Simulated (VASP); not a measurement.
Here is a VASP 6.6.1 calculation.

INCAR

```
ALGO = Fast
EDIFF = 1E-6
ENCUT = 520
ISIF = 2
ISMEAR = 0
LASPH = T
LCHARG = F
LDAU = T
LDAUJ = 0 0
LDAUL = 2 -1
LDAUPRINT = 1
LDAUTYPE = 2
LDAUU = 1 0
LMAXMIX = 4
LREAL = F
LWAVE = F
NBANDS = 24
NELM = 150
PREC = Accurate
SIGMA = 0.05
```

The input KPOINTS:

```
k-points
0
Gamma
  7 7 4
```

Contents of POSCAR:

```
TaN
1.0
    3.0480018400      0.0000000000      0.0000000000
   -1.5240009200      2.6396470300      0.0000000000
    0.0000000000      0.0000000000      4.9179997800
Ta N
2 2
Direct
    0.0000000000      0.0000000000      0.0000000000
    0.0000000000      0.0000000000      0.5000000000
    0.3333333333      0.6666666667      0.2500000000
    0.6666666667      0.3333333333      0.7500000000
```

Potentials or basis: VASP PAW LDA potentials, release 64 (Ta_pv, N).

Command:

```sh
$ cat potpaw_LDA.64/Ta_pv/POTCAR potpaw_LDA.64/N/POTCAR > POTCAR
$ mpirun -np 1 vasp_std > vasp.out
```

What does it give for the band gap on the k mesh?

None (metal or under the smearing width).

What does it give for the pressure?

47.0 GPa.

Eigenvalues of the final occupation matrices:
```
    site  spin  trace               eigenvalues
site 1 d     1   1.39  0.23 0.23 0.27 0.27 0.38
site 1 d     2   1.39  0.23 0.23 0.27 0.27 0.38
site 2 d     1   1.39  0.23 0.23 0.27 0.27 0.38
site 2 d     2   1.39  0.23 0.23 0.27 0.27 0.38
```

Caveat: a pressure of tens of GPa on the cell as given is suspect, and the run, the potentials or the cell itself is likely at fault; U without spin polarisation on a metal has little footing. The run has no spin-orbit coupling, so splittings on Ta are missing.
